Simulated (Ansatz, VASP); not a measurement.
**One calculation of KBr, two programs**

File INCAR:

```
PREC = Accurate
ENCUT = 520
EDIFF = 1E-7
ISMEAR = -1
SIGMA = 0.05
LREAL = False
LASPH = True
NELM = 80
ALGO = Normal
ISIF = 2
LWAVE = False
LCHARG = False
GGA = PE
NBANDS = 15
```

File KPOINTS:

```
regular mesh
0
Gamma
  7 7 7
```

The input POSCAR:

```
KBr
1.0
    0.0000000000      3.3000000000      3.3000000000
    3.3000000000      0.0000000000      3.3000000000
    3.3000000000      3.3000000000      0.0000000000
Br K
1 1
Direct
    0.4981360000      0.5049930000      0.5047960000
   -0.0032670000      0.0131940000     -0.0053410000
```

input.yaml

```yaml
crystal:
  lattice:
    - [0.0, 3.3, 3.3]
    - [3.3, 0.0, 3.3]
    - [3.3, 3.3, 0.0]
  atoms:
    - { symbol: Br, position: [0.498136, 0.504993, 0.504796] }
    - { symbol: K, position: [-0.003267, 0.013194, -0.005341] }
hamiltonian:
  xc: pbe
  pseudopotentials: { kind: paw }
kpoints:
  mp_grid: { grid: [7, 7, 7] }
scf:
  occupations: { method: fermi_dirac, width: 0.05 }
output:
  forces: true
  stress: true
  eigenvalues: true
```

Change from the starting cell: atoms moved at random, drawn with an rms of 0.05 Å.

Alike in both runs: task single point; functional PBE; k mesh 7 × 7 × 7; occupations fermi-dirac, width 0.05 eV; no spin polarisation.

```csv
,VASP,Ansatz
version,VASP 6.6.1,Ansatz 0.2.0
potentials or method,"VASP PAW PBE potentials, release 64 (Br, K_sv)",Ansatz PAW
plane-wave cutoff (eV),520,420
valence electrons in the cell,16,16
```

```tsv
	VASP	Ansatz	Ansatz less VASP
gap on the k mesh at the Fermi level (eV)	4.43	4.44	+0.002
least direct gap on the mesh (eV)	4.43	4.44	+0.002
pressure (GPa)	0.8	0.7	-0.04
rms of the force components (eV/Å)	0.032	0.032	-0.0005
```

Atom by atom the forces differ by 0.000 eV/Å (rms over components).

Caveats: an odd mesh through Γ misses points on the zone boundary, where band edges often lie (VASP); odd divisions of the mesh miss points on the zone boundary, where band edges often lie, so the gap on the mesh can be too wide (Ansatz).
